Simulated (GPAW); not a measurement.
CuO: relaxation of cell and atoms with LDA

The system is CuO.

```
CELL_PARAMETERS angstrom
0.00000 2.32725 2.32725
2.32725 0.00000 2.32725
2.32725 2.32725 0.00000
ATOMIC_POSITIONS crystal
Cu 0.00000 0.00000 0.00000
O 0.25000 0.25000 0.25000
```

Measurements of this composition are mostly on another form, of space group No. 15.

* Program: GPAW 26.7.0
* Task: relaxation of cell and atoms
* Functional: LDA
* Potentials or basis: the program's PAW data sets (release 1.2.1) made for this functional
* Cutoff: 800 eV
* Basis: pw
* k mesh: 10 × 10 × 10
* Occupations: fermi-dirac, width 0.05 eV
* Spin: no spin polarisation
* Maxiter: 150
* Optimizer: BFGS
* Fmax: 0.02 eV/Å
* Max steps: 60
* Convergence: density=1e-05 forces=0.0001

The relaxed volume is 10.70 Å³/atom. The relaxed cell is a = 3.116 Å, b = 3.116 Å, c = 3.116 Å, α = 60.00°, β = 60.00°, γ = 60.00°, the space group after relaxing (to 0.05 Å) is F-43m (No. 216) and the energy gained by relaxing is 132.0 meV/atom. The ionic steps are 5, the pressure after relaxing is -0.1 GPa and the band gap on the k mesh is none (metal or under the smearing width).

The path:
| step | energy change (eV) | largest force (eV/Å) | pressure (GPa) | volume (Å³) |
| --- | --- | --- | --- | --- |
| 1 | 0.0000 | 0.0000 | -20.02 | 25.21 |
| 2 | -0.0945 | 0.0000 | -17.21 | 24.37 |
| 3 | -0.2453 | 0.0000 | 6.90 | 20.64 |
| 4 | -0.2639 | 0.0000 | -1.16 | 21.53 |
| 5 | -0.2639 | 0.0000 | -0.05 | 21.40 |

Final structure:
```
CELL_PARAMETERS angstrom
0.00000 2.20349 2.20349
2.20349 0.00000 2.20349
2.20349 2.20349 0.00000
ATOMIC_POSITIONS crystal
Cu 0.00000 0.00000 0.00000
O 0.25000 0.25000 0.25000
```

Levels at points of the mesh, in eV from the Fermi level:
| k point | band 5 | band 6 | band 7 | band 8 | band 9 | band 10 | band 11 | band 12 | band 13 | band 14 |
| --- | --- | --- | --- | --- | --- | --- | --- | --- | --- | --- |
| (0.00, 0.00, 0.00) | -2.27 | -2.27 | 0.90 | 0.90 | 0.90 | 1.08 | 14.65 | 14.65 | 14.65 | 21.51 |
| (0.50, 0.50, 0.00) | -2.61 | -1.99 | -1.54 | -1.30 | -1.30 | 5.87 | 10.59 | 11.53 | 15.32 | 15.32 |
| (0.50, 0.50, 0.50) | -2.14 | -2.14 | -2.01 | -0.03 | -0.03 | 6.35 | 8.13 | 14.25 | 14.25 | 18.47 |

Wall time 100 s on 1 thread of Arm Neoverse V2, with other jobs on the host, peak memory 0.23 GiB.

Caveat: with this Cu data set, volumes or pressures lay over 1.5 % or 2 GPa off other programs in two to four cells of ten; later steps reuse the first step's grids; the volume moved by over 15 % at a fixed basis, so the end points are rough; an odd number of electrons without spin polarisation forces a metal; a magnetic or distorted state may lie lower; the run has no spin polarisation, though such a crystal can be magnetic; semilocal functionals often make such compounds metallic where correlation or magnetic order opens a gap, which also shifts bond lengths. With open d or f shells a metallic result of LDA can be an artefact of self-interaction; +U or a hybrid may open a gap.
